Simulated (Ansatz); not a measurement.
# Residual resistivity of an alloy: W(100) with 4 layers of random W-Ru, 2x2, part 2 of 2

How strongly does chemical disorder scatter in W(100) with 4 layers of random W-Ru, 2x2?

Ansatz 0.2.0; Ansatz plane-wave DFT, PBE, PAW files; ballistic transport by layer matching (Landauer), zero bias; PAW set soft_1.

So far. Step 3 (With 8 alloy layers): Over the solved energies the transmission per spin lies between 2.09 and 2.13, out of 5.38 channels of the lead on average (up to 5.78).

### Step 4. With 12 alloy layers

In 12 layers a share of 0.75 of the sites is given to Ru at random. A fresh draw is used; the growth of the resistance with length is what counts.

System of this step: W(100) with 12 layers of random W-Ru, 2x2. The cell holds 88 atoms: 52 W and 36 Ru. Cell: a = 6.330 Å, b = 6.330 Å, c = 34.813 Å, α = 90.0°, β = 90.0°, γ = 90.0°. It derives from W. Regions: lead, 40 atoms (40 W); scattering region, 48 atoms (36 Ru and 12 W). The structure is stacked along c, and the current runs across the ab planes.

input.yaml reads:

```yaml
crystal:
  lattice:
    - [6.3296, 0.0, 0.0]
    - [0.0, 6.3296, 0.0]
    - [0.0, 0.0, 34.8128]
  atoms:
    - { symbol: W, position: [0.0, 0.0, 0.0227272727] }
    - { symbol: W, position: [0.0, 0.5, 0.0227272727] }
    - { symbol: W, position: [0.5, 0.0, 0.0227272727] }
    - { symbol: W, position: [0.5, 0.5, 0.0227272727] }
    - { symbol: W, position: [0.25, 0.25, 0.0681818182] }
    - { symbol: W, position: [0.25, 0.75, 0.0681818182] }
    - { symbol: W, position: [0.75, 0.25, 0.0681818182] }
    - { symbol: W, position: [0.75, 0.75, 0.0681818182] }
    - { symbol: W, position: [0.0, 0.0, 0.1136363636] }
    - { symbol: W, position: [0.0, 0.5, 0.1136363636] }
    - { symbol: W, position: [0.5, 0.0, 0.1136363636] }
    - { symbol: W, position: [0.5, 0.5, 0.1136363636] }
    - { symbol: W, position: [0.25, 0.25, 0.1590909091] }
    - { symbol: W, position: [0.25, 0.75, 0.1590909091] }
    - { symbol: W, position: [0.75, 0.25, 0.1590909091] }
    - { symbol: W, position: [0.75, 0.75, 0.1590909091] }
    - { symbol: W, position: [0.0, 0.0, 0.2045454545] }
    - { symbol: W, position: [0.0, 0.5, 0.2045454545] }
    - { symbol: W, position: [0.5, 0.0, 0.2045454545] }
    - { symbol: W, position: [0.5, 0.5, 0.2045454545] }
    - { symbol: Ru, position: [0.25, 0.25, 0.25] }
    - { symbol: Ru, position: [0.25, 0.75, 0.25] }
    - { symbol: Ru, position: [0.75, 0.25, 0.25] }
    - { symbol: Ru, position: [0.75, 0.75, 0.25] }
    - { symbol: Ru, position: [0.0, 0.0, 0.2954545455] }
    - { symbol: Ru, position: [0.0, 0.5, 0.2954545455] }
    - { symbol: W, position: [0.5, 0.0, 0.2954545455] }
    - { symbol: Ru, position: [0.5, 0.5, 0.2954545455] }
    - { symbol: Ru, position: [0.25, 0.25, 0.3409090909] }
    - { symbol: Ru, position: [0.25, 0.75, 0.3409090909] }
    - { symbol: Ru, position: [0.75, 0.25, 0.3409090909] }
    - { symbol: Ru, position: [0.75, 0.75, 0.3409090909] }
    - { symbol: Ru, position: [0.0, 0.0, 0.3863636364] }
    - { symbol: W, position: [0.0, 0.5, 0.3863636364] }
    - { symbol: Ru, position: [0.5, 0.0, 0.3863636364] }
    - { symbol: Ru, position: [0.5, 0.5, 0.3863636364] }
    - { symbol: Ru, position: [0.25, 0.25, 0.4318181818] }
    - { symbol: Ru, position: [0.25, 0.75, 0.4318181818] }
    - { symbol: Ru, position: [0.75, 0.25, 0.4318181818] }
    - { symbol: Ru, position: [0.75, 0.75, 0.4318181818] }
    - { symbol: Ru, position: [0.0, 0.0, 0.4772727273] }
    - { symbol: Ru, position: [0.0, 0.5, 0.4772727273] }
    - { symbol: Ru, position: [0.5, 0.0, 0.4772727273] }
    - { symbol: W, position: [0.5, 0.5, 0.4772727273] }
    - { symbol: W, position: [0.25, 0.25, 0.5227272727] }
    - { symbol: Ru, position: [0.25, 0.75, 0.5227272727] }
    - { symbol: W, position: [0.75, 0.25, 0.5227272727] }
    - { symbol: W, position: [0.75, 0.75, 0.5227272727] }
    - { symbol: Ru, position: [0.0, 0.0, 0.5681818182] }
    - { symbol: Ru, position: [0.0, 0.5, 0.5681818182] }
    - { symbol: Ru, position: [0.5, 0.0, 0.5681818182] }
    - { symbol: Ru, position: [0.5, 0.5, 0.5681818182] }
    - { symbol: Ru, position: [0.25, 0.25, 0.6136363636] }
    - { symbol: Ru, position: [0.25, 0.75, 0.6136363636] }
    - { symbol: Ru, position: [0.75, 0.25, 0.6136363636] }
    - { symbol: Ru, position: [0.75, 0.75, 0.6136363636] }
    - { symbol: W, position: [0.0, 0.0, 0.6590909091] }
    - { symbol: W, position: [0.0, 0.5, 0.6590909091] }
    - { symbol: Ru, position: [0.5, 0.0, 0.6590909091] }
    - { symbol: W, position: [0.5, 0.5, 0.6590909091] }
    - { symbol: Ru, position: [0.25, 0.25, 0.7045454545] }
    - { symbol: W, position: [0.25, 0.75, 0.7045454545] }
    - { symbol: Ru, position: [0.75, 0.25, 0.7045454545] }
    - { symbol: Ru, position: [0.75, 0.75, 0.7045454545] }
    - { symbol: W, position: [0.0, 0.0, 0.75] }
    - { symbol: Ru, position: [0.0, 0.5, 0.75] }
    - { symbol: W, position: [0.5, 0.0, 0.75] }
    - { symbol: Ru, position: [0.5, 0.5, 0.75] }
    - { symbol: W, position: [0.25, 0.25, 0.7954545455] }
    - { symbol: W, position: [0.25, 0.75, 0.7954545455] }
    - { symbol: W, position: [0.75, 0.25, 0.7954545455] }
    - { symbol: W, position: [0.75, 0.75, 0.7954545455] }
    - { symbol: W, position: [0.0, 0.0, 0.8409090909] }
    - { symbol: W, position: [0.0, 0.5, 0.8409090909] }
    - { symbol: W, position: [0.5, 0.0, 0.8409090909] }
    - { symbol: W, position: [0.5, 0.5, 0.8409090909] }
    - { symbol: W, position: [0.25, 0.25, 0.8863636364] }
    - { symbol: W, position: [0.25, 0.75, 0.8863636364] }
    - { symbol: W, position: [0.75, 0.25, 0.8863636364] }
    - { symbol: W, position: [0.75, 0.75, 0.8863636364] }
    - { symbol: W, position: [0.0, 0.0, 0.9318181818] }
    - { symbol: W, position: [0.0, 0.5, 0.9318181818] }
    - { symbol: W, position: [0.5, 0.0, 0.9318181818] }
    - { symbol: W, position: [0.5, 0.5, 0.9318181818] }
    - { symbol: W, position: [0.25, 0.25, 0.9772727273] }
    - { symbol: W, position: [0.25, 0.75, 0.9772727273] }
    - { symbol: W, position: [0.75, 0.25, 0.9772727273] }
    - { symbol: W, position: [0.75, 0.75, 0.9772727273] }
kpoints:
  mp_grid: { grid: [4, 4, 1] }
hamiltonian:
  xc: pbe
  pseudopotentials: { kind: paw, azcp: { folder: soft_1 } }
scf:
  occupations: { method: fermi_dirac, width: 0.1 }
output:
  transmission: { leads: [[0, 4]], kmesh: [8, 8], e_range: [-0.05, 0.05], de: 0.05 }
  write_potential: true
  write_density: true
  volumetric_format: npy
```

Run with:

```console
> ansatz run input.yaml --threads 4 --pin off --max-ram 15360MiB --backend cpu --events-out ev --progress --plain --runs-dir out
```

Numbers of over 12 decimals in the logs are rounded to 6 here.

Log:

```text
[...]
Crystal: 88 atoms, lattice volume = 1394.734 Å³
Basis set: ecut = 420 eV, 27305 PW (Γ)
Bands: 783, of which v1, the nominal top of the filled ones, is band 652 counted from 1 (651 counted from 0)
Symmetry: 1 space group operations
[...]
k-points: 10 of 16 (time reversal used)
[...]
SCF iter   1: F=—  HF=-751719.480023 eV  |F-HF|=—  |Δ(HF+E_count)|=         —  Δρ=1.06e-1  dr2=2.93e3  ethr=3.10e-3  ⟨swp⟩=4.9  Hψ=28181  notcnv=0
[...]
SCF iter  11: F=-751680.432215 eV  HF=-751680.432215 eV  |F-HF|=3.11e-8  |Δ(HF+E_count)|=   1.42e-8  Δρ=6.76e-7  dr2=3.24e-8  ethr=7.67e-12  ⟨swp⟩=7.3  Hψ=16037  notcnv=0
SCF 1 converged in 11 iterations: F = -751680.432215 eV  dr2 = 3.24e-8
[...]
transmission: 200 of 1972 steps passed
transmission: 396 of 1972 steps passed
[...]
transmission: 1972 of 1972 steps passed
SCF converged after 11 iterations
Free energy (F): -751680.432215 eV
[...]
Internal energy: -751676.686064 eV  (E = F + TS)
E sigma→0 (E₀):  -751678.559140 eV
Entropy (-TS):   -3.746151 eV (-42.570 meV/atom)
Fermi energy:    21.247951 eV
[...]
--- Band table (eV; the first three rows and the last of 10) ---
  k-point 0: bands = [... 648 lower, 21.2976, 21.3423, 21.3633, 21.3644, 21.3802, 21.3944, 21.4026, 21.4059, ... 127 higher]
  k-point 1: bands = [... 648 lower, 21.1650, 21.1754, 21.2119, 21.2246, 21.2475, 21.2556, 21.2646, 21.2862, ... 127 higher]
  k-point 2: bands = [... 648 lower, 21.1543, 21.1638, 21.1743, 21.2057, 21.2131, 21.2315, 21.2367, 21.2453, ... 127 higher]
  k-point 9: bands = [... 648 lower, 21.2229, 21.2312, 21.2390, 21.2513, 21.2724, 21.2849, 21.2982, 21.3061, ... 127 higher]
--- Transmission ---
  basis      : 349 plane waves across, 58 finite elements along
  points     : 34, standing for a mesh of 8 x 8
[...]
channels       : 5.281250e0 a spin
[...]
slowest decay  : 0.0374 /Å at (0.5000, 0.5000)
  junction   : crystal 0 to crystal 0, 0.70 to 33.93 Å
    transmission   : 1.629571e0 a spin
[...]
```

The job ended after 38 min (4 threads of Arm Neoverse V1, shared host; peak memory 8.8 GiB; 2.3 h of CPU time).

Numbers from this step:

* free energy: -751680.4322 eV
* energy at zero smearing: -751678.5591 eV
* Fermi energy: 21.25 eV
* transmission per spin nearest the Fermi level: 1.630
* open channels per spin nearest the Fermi level: 5.281
* step of the lead's potential: 13.7 meV

Per spin. The transmission, zone mean by energy, zero at the Fermi level:

```
energy (eV)  transmission, zone mean
    -0.0500                     1.57
     0.0000                     1.63
     0.0500                     1.56
```

Over the solved energies the transmission per spin lies between 1.56 and 1.63, out of 5.28 channels of the lead on average (up to 5.78).

### Step 5. Resistance against length

This step: Ansatz plane-wave DFT, PBE, PAW files; ballistic transport by layer matching (Landauer), zero bias; residual resistivity from the slope of the area resistance, atoms on the host's lattice; PAW set soft_1 (Ansatz 0.2.0).

Numbers from this step:

```
resistivity           : 105.3 µΩ cm
intercept             : 0.2422 fΩ m²
scatter about the fit : 0.05771 fΩ m²
```

Resistance, by row:

```
run  length (Å)      T  channels N  RA (fΩ m²)
 n4        6.33  2.681       5.281      0.9494
 n8       12.66  2.106       5.375       1.493
n12       18.99  1.586       5.281       2.282
```

Area resistance against length of the alloy:

```
length of the alloy (Å)  area resistance (fΩ m²)
                   6.33                    0.949
                  12.66                     1.49
                  18.99                     2.28
```

The area resistance goes from 0.95 to 2.3 fΩ m² between 6.3 and 19.0 Å, a slope of 105 µΩ cm.

By hand from the end points: (2.282 − 0.9494) fΩ m² / (18.99 − 6.33) Å = 105 µΩ cm, since 1 fΩ m² per Å is 1000 µΩ cm.

### Step 6. Results

- resistivity from the slope: 105 µΩ cm
- area resistance over 6.33 Å: 0.949 fΩ m²
- area resistance over 12.7 Å: 1.49 fΩ m²
- area resistance over 19.0 Å: 2.28 fΩ m²

The slope gives 105 µΩ cm. The points scatter by 0.058 fΩ m² about the line, with one random draw a length in a 2x2 cell, so the slope is a rough value. The lead's own channel count moves between the runs (5.28, 5.38 and 5.28), which shifts RA and the slope too. Read with a model of isotropic scattering on a spherical Fermi surface and the lead's 1.0×10¹⁵ S/m², this slope means a mean free path near 7.0 Å (a rough figure, since the alloy's own channel count differs); over these lengths the model's slope is within 3 % of its bulk resistivity. The atoms sit on the host's lattice, so scattering by size misfit is left out. With 75 % of Ru, whose own structure is another, this is a hypothetical phase. Spin-orbit coupling is left out, which matters for W.

[Logs are printed without paths, hosts, clocks, repeated set-up lines and the standing remarks that a program may print on its own settings, such as how far it seeks lower states.]

[Hosts, paths, dates, database ids (printed as entryN), source tags and the programs' standing remarks are cut or masked in the printed files.]
